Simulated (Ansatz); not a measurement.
Crystal: ZnS.

```
Zn S
1.0
     0.00000    2.70200    2.70200
     2.70200    0.00000    2.70200
     2.70200    2.70200    0.00000
Zn S
1 1
Direct
  0.75000 0.75000 0.75000
  0.00000 0.00000 0.00000
```

* Program: Ansatz 0.2.0
* Task: relaxation of cell and atoms
* Functional: RPBE
* Dispersion: D4
* Potentials or basis: Ansatz PAW
* Cutoff: 420 eV (not typed: the program's choice for these potentials)
* k mesh: 9 × 9 × 9
* Occupations: fermi-dirac, width 0.05 eV
* Spin: no spin polarisation

At the start: volume 19.73 Å³/atom.

Question: Where does the relaxation end?

Answer: It ends after 4 steps and the volume is 19.26 Å³/atom (-2.4 %); space group F-43m (No. 216, to 0.05 Å).

Step by step:
```tsv
step	energy change (eV)	largest force (eV/Å)	volume (Å³)
1	0.0000	0.0000	39.45
2	-0.0042	0.0000	38.94
3	-0.0054	0.0000	38.52
4	-0.0049	0.0000	38.52
```

Final structure:
```
Zn S
1.0
     0.00000    2.68044    2.68044
     2.68044    0.00000    2.68044
     2.68044    2.68044    0.00000
Zn S
1 1
Direct
  0.75000 0.75000 0.75000
  0.00000 0.00000 0.00000
```

Caveat: the plane-wave basis is chosen anew once the cell has moved, so the energies of steps on either side of that aren't comparable; the PAW data sets come from PBE, with cores solved anew for the run's functional, which leaves a small shift of forces and pressure.
